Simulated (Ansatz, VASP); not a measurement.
# Two plane-wave programs on Pd

```xyz
1
Lattice="0.0000 1.9211 1.9211 1.9211 0.0000 1.9211 1.9211 1.9211 0.0000" Properties=species:S:1:pos:R:3 pbc="T T T"
Pd    0.0000    0.0000    0.0000
```

Alike in both runs: task single point; functional LDA; k mesh 14 × 14 × 14; occupations methfessel-paxton of order 1, width 0.1 eV; no spin polarisation.

|  | VASP | Ansatz |
| --- | --- | --- |
| version | VASP 6.6.1 | Ansatz 0.2.0 |
| potentials or method | VASP PAW LDA potentials, release 64 (Pd) | plane waves (420 eV) with PAW, scalar-relativistic |
| plane-wave cutoff (eV) | 520 | 420 |
| valence electrons in the cell | 10 | 18 |

```tsv
	VASP	Ansatz	Ansatz less VASP
pressure (GPa)	-0.2	-0.5	-0.30
```

The two sets of potentials don't hold the same shells in valence. Ansatz warned: «pseudo_functional_mismatch».
